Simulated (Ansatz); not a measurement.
Stackings of close-packed layers of CdTe (capitals for Cd, lower case for the other element), each relaxed to a stress under 0.05 GPa; energies count from the stacking AcBaCb (R-3m).

All numbers below come from Ansatz 0.2.0, DFT PBEsol, scalar-relativistic, plane waves, PAW.

Cutoff 420 eV, Gaussian smearing of 0.10 eV, energies at zero smearing, symmetry of each start kept, no spin polarisation.

| start | atoms | k mesh | excess energy (meV/atom) | excess energy on a denser mesh (meV/atom) | spacing of like layers (Å) | a (Å) | denser mesh |
| --- | --- | --- | --- | --- | --- | --- | --- |
| AbAc | 4 | 12×12×6 | 27.1 | 26.5 | 3.515 | 4.236 | 21×21×12 |
| AcBc | 4 | 12×12×6 | 139.8 | 136.1 | 3.660 | 4.180 | 21×21×12 |
| AcBcAbCb | 8 | 12×12×3 | 73.3 | 74.6 | 3.593 | 4.197 | 21×21×6 |
| AcBaCbAbCaBc | 12 | 12×12×2 | 51.2 | - | 3.569 | 4.201 | - |
| AcBcAcBaCaBc | 12 | 12×12×2 | 97.4 | - | 3.606 | 4.201 | - |

Zero in every row: gap on the mesh (eV).

Spin-orbit coupling is left out, which matters for the bands of heavy elements.

Small energy differences in metals hang on the k mesh (about 10 mJ/m² or 1 to 2 meV/atom on the mesh of the relaxation).

The reference crystal is a form of CdTe, which isn't its usual structure.

Cost: 5 runs of about 22 core-minutes in all, on Intel Xeon Platinum 8488C (Sapphire Rapids) (shared hosts).